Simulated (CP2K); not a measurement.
The system is CuO (Tenorite).

```
Cu O
1.0
     2.90048    0.00000    0.00000
     0.88113    2.76341    0.00000
    -0.68631   -0.50152    5.05787
Cu O
2 2
Direct
  0.50000 0.00000 0.50000
  0.00000 0.50000 0.00000
  0.41840 0.58160 0.75000
  0.58160 0.41840 0.25000
```

Base run:

| Quantity | Value |
| --- | --- |
| Program | CP2K 2026.2 |
| Functional | PBEsol |
| Potentials or basis | POTENTIAL_UZH Cu GTH-PBE-q11, O GTH-PBE-q6; TZVP-MOLOPT-PBE-GTH basis |
| Density cutoff | 8163 eV |
| k mesh | 10 × 10 × 5 |
| Occupations | fermi-dirac, width 0.01 eV |
| Spin | no spin polarisation |

Its results: band gap on the k mesh none (metal or under the smearing width); pressure 1.1 GPa; largest force 0.353 eV/Å.

Problem. The run is repeated on the same cell with these changes: functional from PBEsol to PBE; occupations from fermi-dirac, width 0.01 eV to fermi-dirac, width 0.05 eV. What comes out?

Solution. Band gap on the k mesh none (metal or under the smearing width); pressure 8.9 GPa; largest force 0.250 eV/Å.

Caveats: the basis of atomic orbitals isn't converged, which shifts pressures, moduli and gaps; the run has no spin polarisation, though such a crystal can be magnetic; semilocal functionals often make such compounds metallic where correlation or magnetic order opens a gap, which also shifts bond lengths; the potentials were made for another functional, which shifts forces and pressure (some runs).

Not every run made on this cell is shown here.
